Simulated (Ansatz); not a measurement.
# Calculated quadrupolar parameters for MoS2 under strain

The cell is a COD entry, relaxed with PBE at fixed cell and then changed (z stretched by 1 %, ions relaxed).

```yaml
crystal:
  lattice:
    - [1.58150, 0.91308, 6.18457]
    - [-1.58150, 0.91308, 6.18457]
    - [0.00000, -1.82616, 6.18457]
  atoms:
    - { symbol: Mo, position: [0.00000, 0.00000, 0.00000] }
    - { symbol: S, position: [0.24906, 0.24906, 0.24906] }
    - { symbol: S, position: [0.41764, 0.41764, 0.41764] }
```

Sites (sets of like atoms) are named by element and the number of their first atom in this list.

Level of theory: DFT, PBE, plane waves and PAW, scalar-relativistic, collinear spin, 420 eV cutoff, Γ-centred 16×16×16 k-points, Fermi–Dirac smearing 0.02 eV (Ansatz 0.2.0). Start moments as typed (μB): 2 on each Mo, none on the rest.

V_zz is the principal component of the electric field gradient with the largest magnitude, η = (V_xx − V_yy)/V_zz and C_Q = eQV_zz/h. Directions are in the Cartesian axes of the cell vectors above, for the atom listed; none is given where the gradient is under 0.02 or η is above 0.95.

**Question.** What field gradients does the calculation give at each kind of site?

**Answer.** 

```
site  first atom     first shell  V_zz (10²¹ V/m²)     η  direction of V_zz (x, y, z)
  Mo           1   6 S at 2.40 Å             -7.38  0.00               0.00 0.00 1.00
  S2           2  3 Mo at 2.40 Å             -5.34  0.00               0.00 0.00 1.00
  S3           3  3 Mo at 2.40 Å             -5.19  0.00               0.00 0.00 1.00
```

An axis of threefold or higher order runs through Mo, S2 and S3, so V_zz lies along it and η is zero.

Without spin–orbit coupling (the program notes it for Mo) the gradients can shift somewhat, as the gap is small. The start moments die out, and the run ends without spin.

The relaxation (4 steps) took 3.8 min of wall time (3.6 min of CPU time) and 1.2 GiB at its peak, on 1 thread of Intel Xeon Platinum 8488C (Sapphire Rapids) (x86_64; 16 cores open to the job, memory cap 3.0 GiB, no GPU), a shared host with a load of 0.4 a core.
